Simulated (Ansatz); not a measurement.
# TiO₂: a line through a two-coordinate scan

How does the energy of TiO₂ (I4_1/amd, No. 141; 6 atoms in the cell) vary with shift of O3 along [0 0 1], at volume per atom at fixed shape = 11.686 Å³?

Computed with Ansatz 0.2.0 (DFT PBE+U, scalar-relativistic, plane waves, PAW, unless a step's input says otherwise).

74 further runs of the same task are left out: 1 for a known fault of the program, 73 set aside as unsound or not needed.

### 1 The starting structure

The structure is tetragonal, space group I4_1/amd (No. 141). The conventional cell has a = 3.817 Å, b = 3.817 Å, c = 9.780 Å, α = 90.00°, β = 90.00°, γ = 90.00°. Ti (site symmetry -4m2) has 6 O at 1.96 to 2.01 Å as nearest neighbours. O (site symmetry 2mm) has 3 Ti at 1.96 to 2.01 Å as nearest neighbours.

Structure file:

```xyz
6
Lattice="2.6993 -2.6993 -0.0201 2.6993 2.6993 -0.0201 -2.6626 0.0000 4.9099" Properties=species:S:1:pos:R:3 pbc="T T T"
Ti    2.0336    2.0245    1.2073
Ti    0.7023   -2.0245    3.6623
O    -0.6506   -0.6748    3.2345
O     3.3865    0.6748    1.6351
O     2.0551   -0.6748    4.0900
O     0.6807    0.6748    0.7795
```

It goes back to an entry of the Materials Project, which need not be the stable form.

This cell was relaxed beforehand with the same method: volume 11.88 Å³/atom, gap on the mesh 2.69 eV.

### 2 Plan of the line

Atoms count from 1 in the order of the input.

The energy is mapped over a free internal coordinate and the cell.

The axes are (1) shift of O3 along [0 0 1], its symmetry partners moved as symmetry demands (measured in the relaxed cell): 11 values from −0.15 Å; (2) volume per atom at fixed shape: 11 values from 10.926 to 12.827 Å³.

Nothing else is relaxed (all other coordinates fixed). Energies count from the relaxed crystal. Points are written as (first, second).

### 3 The run at (−0.15 Å, 11.686 Å³)

input.yaml

```yaml
crystal:
  lattice:
    - [2.6847502805, -2.6848248863, -0.0200337111]
    - [2.6847502805, 2.6848248863, -0.0200337111]
    - [-2.6483287093, 0.0, 4.8834674903]
  atoms:
    - { symbol: Ti, position: [0.1250069486, 0.8749930514, 0.25] }
    - { symbol: Ti, position: [0.8749930514, 0.1250069486, 0.75] }
    - { symbol: O, position: [0.3148847788, 0.0649080541, 0.6297792795] }
    - { symbol: O, position: [0.6851152212, 0.9350919459, 0.3702207205] }
    - { symbol: O, position: [0.9350919459, 0.6851152212, 0.8702207205] }
    - { symbol: O, position: [0.0649080541, 0.3148847788, 0.1297792795] }
basis:
  ecutwfc: 520.0
kpoints:
  mp_grid: { grid: [6, 6, 6] }
hamiltonian:
  xc: pbe
  pseudopotentials: { kind: paw, azcp: { folder: soft_1 } }
  hubbard: { sites: [{ species: Ti, l: d, u_eff: 4.0 }] }
scf:
  occupations: { method: gaussian, width: 0.05 }
output:
  forces: true
  stress: true
  eigenvalues: true
```

Command:

```bash
$ ansatz run input.yaml --threads 4 --pin off --max-ram 8192MiB --backend cpu --events-out ev --progress --plain --runs-dir out
```

Further runs follow: the other points of the line.

Q: Predict the outcome of this session. Wanted: for each run, shift of O3 along [0 0 1], its symmetry partners moved as symmetry demands; energy; slope; pressure; largest force on an atom.

**Answer**, as computed:

| shift of O3 along [0 0 1], its symmetry partners moved as symmetry demands (measured in the relaxed cell) (Å) | step | energy (meV/atom) | slope (meV/atom per Å) | pressure (GPa) | band gap on the k-mesh (eV) | largest force on an atom (eV/Å) |
| --- | --- | --- | --- | --- | --- | --- |
| −0.15 | 3 | 160 | −2300 | 16.2 | 2.84 | 3.47 |
| −0.12 | 4 | 100 | −1724 | 12.7 | 2.85 | 2.60 |
| −0.09 | – | 56 | −1218 | 9.7 | 2.84 | 1.84 |
| −0.06 | 5 | 26 | −776 | 7.2 | 2.83 | 1.17 |
| −0.03 | 6 | 9 | −392 | 5.1 | 2.80 | 0.59 |
| 0.00 | – | 2.0 | −60 | 3.4 | 2.73 | 0.09 |
| 0.03 | 7 | 4.6 | 226 | 2.0 | 2.59 | 0.34 |
| 0.06 | 8 | 15 | 471 | 0.9 | 2.45 | 0.71 |
| 0.09 | 9 | 32 | 680 | 0.1 | 2.32 | 1.02 |
| 0.12 | 10 | 56 | 856 | −0.5 | 2.20 | 1.29 |
| 0.15 | 11 | 84 | 1004 | −0.9 | 2.08 | 1.51 |

Energies count from the relaxed crystal. Rows without a step come from runs not printed here or follow by symmetry. Slopes come from the forces (and the stress, where the cell changes), not from differences of energies.

**Reading.** The lowest point of the line is at 0.00 Å, 2.0 meV/atom from the zero. Energies and slopes round the minimum, fitted together, put the minimum at 0.006 Å, with a curvature of about 10000 meV/atom per Å². The well is lopsided: two grid steps out, the energy rises by 24 meV/atom towards smaller values and 13 meV/atom towards larger ones. The highest point computed, at −0.15 Å, lies 158 meV/atom above the lowest. This is one cut through a surface in two coordinates; the map's lowest point lies off it. A rigid map gives upper bounds: relaxing the other coordinates can only lower a point.
